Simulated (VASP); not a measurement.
# ZnS (F-43m) in VASP: notebook

One crystal, ZnS, is run at these levels: PBE, HSE06; tasks: single point.

Program: VASP 6.6.1. These are calculated values, not measurements. Logs are shortened: lines on timing, memory, paths and dates and some standing lists are left out, and cuts for length are marked.

## 1. The structure

Symmetry: F-43m, No. 216, cubic system. The conventional cell has a = 5.404 Å, b = 5.404 Å, c = 5.404 Å, α = 90.00°, β = 90.00°, γ = 90.00°. Zn (site symmetry -43m) is surrounded by 4 S at 2.34 Å. S (site symmetry -43m) is surrounded by 4 Zn at 2.34 Å.

## 2. Single point, PBE (grid = ENCUT=350 dk=0.35 cell=2x2x2 ISMEAR=0 SIGMA=0.05 LREAL=Auto EDIFF=1e-06)

Input file INCAR:

```
PREC = Accurate
ENCUT = 350
EDIFF = 1E-6
ISMEAR = 0
SIGMA = 0.05
LREAL = Auto
LASPH = True
NELM = 120
ALGO = Fast
ISIF = 2
LWAVE = False
LCHARG = False
GGA = PE
NBANDS = 80
```

Input file KPOINTS:

```
Automatic mesh
0
Gamma
  3 3 3
```

Input file POSCAR:

```
ZnS
1.0
    0.0000000000      5.4040000000      5.4040000000
    5.4040000000      0.0000000000      5.4040000000
    5.4040000000      5.4040000000      0.0000000000
Zn S
8 8
Direct
    0.3750000000      0.3750000000      0.3750000000
    0.3750000000      0.3750000000      0.8750000000
    0.3750000000      0.8750000000      0.3750000000
    0.3750000000      0.8750000000      0.8750000000
    0.8750000000      0.3750000000      0.3750000000
    0.8750000000      0.3750000000      0.8750000000
    0.8750000000      0.8750000000      0.3750000000
    0.8750000000      0.8750000000      0.8750000000
    0.0000000000      0.0000000000      0.0000000000
    0.0000000000      0.0000000000      0.5000000000
    0.0000000000      0.5000000000      0.0000000000
    0.0000000000      0.5000000000      0.5000000000
    0.5000000000      0.0000000000      0.0000000000
    0.5000000000      0.0000000000      0.5000000000
    0.5000000000      0.5000000000      0.0000000000
    0.5000000000      0.5000000000      0.5000000000
```

Potentials or basis: VASP PAW PBE potentials, release 64 (Zn, S).

The run is started by

```sh
> cat potpaw_PBE.64/Zn/POTCAR potpaw_PBE.64/S/POTCAR > POTCAR
> mpirun -np 1 vasp_std > vasp.out
```

OUTCAR:

```text
PREC = Accurate
   ENCUT = 350
   EDIFF = 1E-6
   ISMEAR = 0
   LREAL = Auto
   LASPH = True
   NELM = 120
   ISIF = 2
   GGA = PE

 Found      4 irreducible k-points:

 Following reciprocal coordinates:
            Coordinates               Weight
  0.000000  0.000000  0.000000      1.000000
  0.333333  0.000000  0.000000      8.000000
  0.333333  0.333333  0.000000      6.000000
 -0.333333  0.333333  0.000000     12.000000
   k-points           NKPTS =      4   k-points in BZ     NKDIM =      4   number of bands    NBANDS=     80
   number of dos      NEDOS =    301   number of ions     NIONS =     16
   total plane-waves  NPLWV = 110592
   dimension x,y,z NGX =    48 NGY =   48 NGZ =   48
   dimension x,y,z NGXF=    96 NGYF=   96 NGZF=   96
   ions per type =               8   8
   NGX,Y,Z   is equivalent  to a cutoff of  10.44, 10.44, 10.44 a.u.
   NGXF,Y,Z  is equivalent  to a cutoff of  20.88, 20.88, 20.88 a.u.
 SYSTEM =  unknown system
   PREC   = accura    normal or accurate (medium, high low for compatibility)
   ISTART =      0    job   : 0-new  1-cont  2-samecut
   ICHARG =      2    charge: 1-file 2-atom 10-const
   ISPIN  =      1    spin polarized calculation?
   LNONCOLLINEAR =      F non collinear calculations
   LSORBIT =      F    spin-orbit coupling
   LASPH  =      T    aspherical Exc in radial PAW
   ENCUT  =  350.0 eV  25.72 Ry    5.07 a.u.  11.66 11.66 11.66*2*pi/ulx,y,z
   NELM   =    120;   NELMIN=  2; NELMDL= -5     # of ELM steps
   EDIFF  = 0.1E-05   stopping-criterion for ELM
   LREAL  =      T    real-space projection
   EDIFFG = 0.1E-04   stopping-criterion for IOM
   NSW    =      0    number of steps for IOM
   IBRION =     -1    ionic relax: 0-MD 1-quasi-New 2-CG
   NFREE  =      0    steps in history (QN), initial steepest desc. (CG)
   ISIF   =      2    stress and relaxation
   ISYM   =      2    0-nonsym 1-usesym 2-fastsym
   POTIM  = 0.5000    time-step for ionic-motion
   TEBEG  =    0.0;   TEEND  =   0.0 temperature during run
   PSTRESS=    0.0 pullay stress
   NELECT =     144.0000    total number of electrons
   NUPDOWN=      -1.0000    fix difference up-down
   EMIN   =  10.00;   EMAX   =-10.00  energy-range for DOS
   EFERMI =   0.00;   METHOD = LEGACY
   ISMEAR =     0;   SIGMA  =   0.05  broadening in eV -4-tet -1-fermi 0-gaus
   EFERMI_NEDOS =   21; number of points for ismear=-14 and -15
   IALGO  =     68    algorithm
   IMIX   =      4    mixing-type and parameters
     AMIX     =   0.40;   BMIX     =  1.00
     AMIX_MAG =   1.60;   BMIX_MAG =  1.00
  volume/ion in A,a.u.               =      19.73       133.12
  Fermi-wavevector in a.u.,A,eV,Ry     =   1.260290  2.381602 21.610537  1.588330
  Thomas-Fermi vector in A             =   2.393807
   LORBIT       =      0    0 simple, 1 ext, 2 COOP (PROOUT), +10 PAW based schemes
   GGA     = PE    functional components
   LHFCALC =     F    Hartree Fock is set to
   AEXX    =    0.0000 exact exchange contribution
   IVDW    =     0    specifies the selected vdW correction
   LEPSILON=     F    determine dielectric tensor
   LRPA    =     F    only Hartree local field effects (RPA)
 non-spin polarized calculation
 RMM-DIIS sequential band-by-band and
 Gauss-broadening in eV      SIGMA  =   0.05
  energy-cutoff  :      350.00
  volume of cell :      315.63
 maximum number of plane-waves:      4696
 NGX is ok and might be reduce to    48
   NGX = 23   NGY = 23   NGZ = 23

 number of electron     143.9999688 magnetization

 Free energy of the ion-electron system (eV)
  ---------------------------------------------------
  ext. energy  EPLUGINS =         0.00000000
  ---------------------------------------------------
  free energy    TOTEN  =       -54.74610298 eV

  energy without entropy =      -54.74610298  energy(sigma->0) =      -54.74610298

 E-fermi :   2.3573     XC(G=0):  -9.6296

 val. band max:        2.1122575196   @ k =   0.0000   0.0000   0.0000
 cond. band min:       4.2216278160   @ k =   0.0000   0.0000   0.0000
 fundamental gap:      2.1093702964
 Fermi energy:         2.3572835520

 k-point     1 :       0.0000    0.0000    0.0000
  band No.  band energies     occupation
      1     -11.0316      2.00000
      2     -10.1037      2.00000
      3     -10.1037      2.00000
      4     -10.1037      2.00000
      5     -10.1037      2.00000
      6      -9.7914      2.00000
[... 72 lines left out ...]
     79       5.5169      0.00000
     80       5.5169      0.00000

 k-point     2 :       0.3333    0.0000    0.0000
  band No.  band energies     occupation
      1     -10.8291      2.00000
      2     -10.3697      2.00000
      3     -10.0344      2.00000
      4     -10.0344      2.00000
      5     -10.0344      2.00000
      6      -9.8789      2.00000
[... 72 lines left out ...]
     79       6.4019      0.00000
     80       6.4031      0.00000

 k-point     3 :       0.3333    0.3333    0.0000
  band No.  band energies     occupation
      1     -10.7614      2.00000
      2     -10.1474      2.00000
      3     -10.1237      2.00000
      4     -10.1237      2.00000
      5     -10.1237      2.00000
      6     -10.1237      2.00000
[... 72 lines left out ...]
     79       6.5948      0.00000
     80       6.9593      0.00000

 k-point     4 :      -0.3333    0.3333    0.0000
  band No.  band energies     occupation
      1     -10.5370      2.00000
      2     -10.3834      2.00000
      3     -10.3834      2.00000
      4     -10.0510      2.00000
      5     -10.0510      2.00000
      6      -9.8700      2.00000
[... 72 lines left out ...]
     79       7.4743      0.00000
     80       7.5582      0.00000

------------------------ aborting loop because EDIFF is reached ----------------------------------------

  FORCE on cell =-STRESS in cart. coord.  units (eV):
  Direction    XX          YY          ZZ          XY          YZ          ZX
  --------------------------------------------------------------------------------------
  -------------------------------------------------------------------------------------
  Total        2.9412824      2.9412824      2.9412824     -0.0000000      0.0000000     -0.0000000
  in kB       14.9303949     14.9303949     14.9303949     -0.0000000      0.0000000     -0.0000000
  external PRESSURE =      14.9303949 kB  Pullay stress =       0.0000000 kB

 VOLUME and BASIS-vectors are now :
 -----------------------------------------------------------------------------
  energy-cutoff  :      350.00
  volume of cell :      315.63
      direct lattice vectors                 reciprocal lattice vectors
     0.000000000  5.404000000  5.404000000    -0.092524056  0.092524056  0.092524056
     5.404000000  0.000000000  5.404000000     0.092524056 -0.092524056  0.092524056
     5.404000000  5.404000000  0.000000000     0.092524056  0.092524056 -0.092524056

 POSITION                                       TOTAL-FORCE (eV/Angst)
 -----------------------------------------------------------------------------------
      4.05300      4.05300      4.05300         0.000000      0.000000      0.000000
      6.75500      6.75500      4.05300        -0.000000      0.000000     -0.000000
      6.75500      4.05300      6.75500         0.000000      0.000000      0.000000
      9.45700      6.75500      6.75500         0.000000      0.000000     -0.000000
      4.05300      6.75500      6.75500         0.000000      0.000000      0.000000
      6.75500      9.45700      6.75500         0.000000      0.000000     -0.000000
[... 8 lines left out ...]
      2.70200      2.70200      5.40400        -0.000000     -0.000000     -0.000000
      5.40400      5.40400      5.40400        -0.000000     -0.000000     -0.000000
 -----------------------------------------------------------------------------------
    total drift:                               -0.000010     -0.000010     -0.000014

  FREE ENERGIE OF THE ION-ELECTRON SYSTEM (eV)
  ---------------------------------------------------
  free  energy   TOTEN  =       -54.7461029849 eV

  energy  without entropy=      -54.7461029849  energy(sigma->0) =      -54.74610298
```

It took 1.9 min on 1 thread of Intel Xeon 6975P-C (Granite Rapids), shared host; peak memory 0.33 GiB.

These settings aren't checked as converged: the numbers below hold their error.

Results:

| Property | Result |
| --- | --- |
| Free energy | -54.7461 eV |
| Pressure | 1.5 GPa |
| Band gap on the k mesh | 2.11 eV |

## 3. Single point, PBE (grid = ENCUT=500 dk=0.45 cell=2x2x2 ISMEAR=0 SIGMA=0.05 LREAL=Auto EDIFF=1e-06)

INCAR: that of step 2 with these lines changed.

```diff
@@ -1,3 +1,3 @@
 PREC = Accurate
-ENCUT = 350
+ENCUT = 500
 EDIFF = 1E-6
```

KPOINTS is that of step 2.

POSCAR is that of step 2.

Potentials or basis: VASP PAW PBE potentials, release 64 (Zn, S).

The run is started by

```sh
> cat potpaw_PBE.64/Zn/POTCAR potpaw_PBE.64/S/POTCAR > POTCAR
> mpirun -np 1 vasp_std > vasp.out
```

Wall time 2.4 min (1 thread of Intel Xeon 6975P-C (Granite Rapids), shared host); peak memory 0.42 GiB.

The run converged, but some of its settings lie outside the range that counts as converged, so its numbers aren't taken as properties of the crystal.

What came out:

```
Free energy            : -54.7584 eV
Pressure               : 1.7 GPa
Band gap on the k mesh : 2.11 eV
```

## 4. Single point, PBE (grid = ENCUT=600 dk=0.45 cell=2x2x2 ISMEAR=0 SIGMA=0.05 LREAL=Auto EDIFF=1e-06)

INCAR: that of step 3 with these lines changed.

```diff
@@ -1,3 +1,3 @@
 PREC = Accurate
-ENCUT = 500
+ENCUT = 600
 EDIFF = 1E-6
```

KPOINTS is that of step 3.

POSCAR is that of step 3.

The run is started by

```sh
> cat potpaw_PBE.64/Zn/POTCAR potpaw_PBE.64/S/POTCAR > POTCAR
> mpirun -np 1 vasp_std > vasp.out
```

Run time: 3.2 min. Hardware: 1 thread of Intel Xeon 6975P-C (Granite Rapids), shared host; peak memory 0.57 GiB.

These settings aren't checked as converged: the numbers below hold their error.

Results:

| Property | Result |
| --- | --- |
| Free energy | -54.7568 eV |
| Pressure | 1.7 GPa |
| Band gap on the k mesh | 2.11 eV |

(Continued in part 2 of 2.)
